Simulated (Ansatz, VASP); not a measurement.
# One calculation of Li, two programs

File INCAR:

```
PREC = Accurate
ENCUT = 520
EDIFF = 1E-6
ISMEAR = 1
SIGMA = 0.1
LREAL = F
LASPH = T
NELM = 80
ALGO = Normal
ISIF = 2
LWAVE = F
LCHARG = F
GGA = PS
IVDW = 12
NBANDS = 12
```

The input KPOINTS:

```
Automatic mesh
0
Gamma
  5 5 7
```

Contents of POSCAR:

```
Li
1.0
    4.9195300000     -0.0140600000      0.0522700000
   -2.4719400000      4.3388300000     -0.0110300000
    0.0305100000      0.0101800000      2.8498100000
Li
3
Direct
    0.9911273887      0.9929466275      0.9879346463
    0.6600100000      0.3333333333      0.4808300000
    0.3280000000      0.6520300000      0.4962800000
```

Input for Ansatz:

```yaml
crystal:
  lattice:
    - [4.91953, -0.01406, 0.05227]
    - [-2.47194, 4.33883, -0.01103]
    - [0.03051, 0.01018, 2.84981]
  atoms:
    - { symbol: Li, position: [0.9911273887201787, 0.9929466275437476, 0.9879346463425294] }
    - { symbol: Li, position: [0.66001, 0.3333333333333333, 0.48083] }
    - { symbol: Li, position: [0.328, 0.65203, 0.49628] }
basis:
  ecutwfc: 540.0
  xc_grid: 2
kpoints:
  mp_grid:
    grid: [5, 5, 7]
hamiltonian:
  xc: pbesol
  dispersion: d3bj
scf:
  convergence:
    dr2_threshold: 1.0e-09
  occupations:
    method: cold
  initial_density:
    normalization: cell
output:
  forces: true
  stress: true
```

This isn't the form of Li at room conditions, which is bcc.

Alike in both runs: task single point; functional PBEsol; dispersion D3(BJ); k mesh 5 × 5 × 7; no spin polarisation.

|  | VASP | Ansatz |
| --- | --- | --- |
| version | VASP 6.6.1 | Ansatz 0.2.0 |
| potentials or method | VASP PAW PBE potentials, release 64 (Li_sv) | plane waves, PAW |
| plane-wave cutoff (eV) | 520 | 540 |
| occupations | methfessel-paxton of order 1, width 0.1 eV | cold |
| valence electrons in the cell | 9 | 9 |

```tsv
	VASP	Ansatz	Ansatz less VASP
rms of the force components (eV/Å)	0.042	0.042	-0.0004
dispersion energy (meV/atom)	-149.1	-149.1	-0.04
```

Atom by atom the forces differ by 0.001 eV/Å (rms over components). Ansatz warned: «stress_scf_threshold_loose».

Caveats: the PAW data sets were made with another functional, which shifts forces and pressure a little (VASP).
